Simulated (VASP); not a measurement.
# From VASP inputs to Ansatz: BN (strained wurtzite)

INCAR

```
GGA = PE
ENCUT = 520
NSW = 0
IBRION = -1
LWAVE = .FALSE.
EDIFF = 1E-7
NELM = 120
ISMEAR = -1
LCHARG = .FALSE.
ISIF = 2
LREAL = .FALSE.
NBANDS = 16
LASPH = .TRUE.
SIGMA = 0.02
PREC = Accurate
```

KPOINTS

```
KPOINTS created by Atomic Simulation Environment
0
Gamma
12 12 6
0 0 0
```

KPOINTS_OPT

```
special points
8
Reciprocal
0.0000000000 0.0000000000 0.0000000000 1
0.5000000000 0.0000000000 0.0000000000 1
0.3333333333 0.3333333333 0.0000000000 1
0.0000000000 0.0000000000 0.5000000000 1
0.5000000000 0.0000000000 0.5000000000 1
0.3333333333 0.3333333333 0.5000000000 1
0.1000000000 0.0000000000 0.0000000000 1
-0.0052080000 0.0000000000 0.0000000000 1
```

POSCAR

```
B  N
 1.0000000000000000
     2.5185104995703020    0.0000000000000000    0.0000000000000000
    -1.2592552497851510    2.1810940723257195    0.0000000000000000
     0.0000000000000000    0.0000000000000000    4.1657371880999996
 B   N
   2   2
Cartesian
  0.0000000000000000  1.4540627148838130  0.0013092728590888
  1.2592552497851510  0.7270313574419065  2.0841778669090889
  0.0000000000000000  1.4540627148838130  1.5608421726784112
  1.2592552497851510  0.7270313574419065  3.6437107667284110
```

VASP ran with the recommended PBE PAW datasets (16 valence electrons in the cell).

Q: Translate these files to an Ansatz input.

A: 

```yaml
crystal:
  lattice:
    - [2.5185104996, 0.0, 0.0]
    - [-1.2592552498, 2.1810940723, 0.0]
    - [0.0, 0.0, 4.1657371881]
  atoms:
    - { symbol: B, position: [0.3333333333, 0.6666666667, 0.0003142956] }
    - { symbol: B, position: [0.6666666667, 0.3333333333, 0.5003142956] }
    - { symbol: "N", position: [0.3333333333, 0.6666666667, 0.3746857044] }
    - { symbol: "N", position: [0.6666666667, 0.3333333333, 0.8746857044] }
kpoints:
  mp_grid: { grid: [12, 12, 6] }
  band_path:
    path:
      - [0.0, 0.0, 0.0]
      - [0.5, 0.0, 0.0]
      - [0.3333333333, 0.3333333333, 0.0]
      - [0.0, 0.0, 0.5]
      - [0.5, 0.0, 0.5]
      - [0.3333333333, 0.3333333333, 0.5]
      - [0.1, 0.0, 0.0]
      - [-0.005208, 0.0, 0.0]
    npoints: 1
hamiltonian:
  xc: pbe
scf:
  occupations: { method: fermi_dirac, width: 0.02 }
  n_extra_bands: 5
output:
  forces: true
  stress: true
  eigenvalues: true
```

Other inputs would serve too.

```csv
,VASP,Ansatz
gap between bands v and c,5.13 eV,5.14 eV
least direct gap,8.43 eV,8.44 eV
pressure,17.4 GPa,17.0 GPa
```

Datasets and cutoffs are each program's own. VASP's cell holds 16 valence electrons and Ansatz's 16. Ansatz's stress includes a Pulay correction; VASP's doesn't.
